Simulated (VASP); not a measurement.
**ZnS: relaxation of the atoms with r2SCAN**

Crystal: ZnS.

```xyz
2
Lattice="0.0000 2.7020 2.7020 2.7020 0.0000 2.7020 2.7020 2.7020 0.0000" Properties=species:S:1:pos:R:3 pbc="T T T"
Zn    3.9541    4.0542    4.0712
S     0.0852    0.0316   -0.0052
```

The cell isn't the ideal one: atoms moved at random, drawn with an rms of 0.1 Å.

```yaml
Program: VASP 6.6.1
Task: relaxation of the atoms
Functional: r2SCAN
Potentials_or_basis: VASP PAW PBE potentials, release 64 (Zn, S)
Cutoff: 520 eV
k_mesh: 7 × 7 × 7
Occupations: gaussian, width 0.05 eV
Spin: no spin polarisation
Further_INCAR_settings: ALGO = Normal; EDIFF = 1e-06; IBRION = 2; EDIFFG = -0.01; NSW = 60
```

* Energy gained by relaxing: 52.6 meV/atom
* Ionic steps: 8
* Pressure after relaxing: -0.6 GPa
* Band gap on the k mesh: 2.67 eV, direct

Forces in eV/Å, atoms in the order of the input:
```
Zn   0.000  0.003 -0.001
S    0.000 -0.003  0.001
```

The path:
| step | energy change (eV) | largest force (eV/Å) | pressure (GPa) |
| --- | --- | --- | --- |
| 1 | 0.0000 | 1.1426 | 0.50 |
| 2 | -0.0859 | 0.4713 | -0.38 |
| 3 | -0.1020 | 0.1992 | -0.56 |
| 4 | -0.1048 | 0.0664 | -0.58 |
| 5 | -0.1050 | 0.0396 | -0.60 |
| 6 | -0.1050 | 0.0395 | -0.59 |
| 7 | -0.1051 | 0.0150 | -0.60 |
| 8 | -0.1051 | 0.0027 | -0.60 |

Final structure:
```xyz
2
Lattice="0.0000 2.7020 2.7020 2.7020 0.0000 2.7020 2.7020 2.7020 0.0000" Properties=species:S:1:pos:R:3 pbc="T T T"
Zn    4.0454    4.0697    4.0603
S     2.6958    0.0160    2.7077
```

Levels at points of the mesh, in eV from the valence-band top:
| k point | band 7 | band 8 | band 9 | band 10 | band 11 | band 12 |
| --- | --- | --- | --- | --- | --- | --- |
| (0.00, 0.00, 0.00) | 0.00 | 0.00 | 0.00 | 2.67 | 6.90 | 6.90 |

Wall time 10 min on 1 thread of Intel(R) Xeon(R) 6975P-C (Granite Rapids) (shared host), peak memory 0.24 GiB.

Caveat: the PAW data sets were made with another functional, which shifts forces and pressure a little.
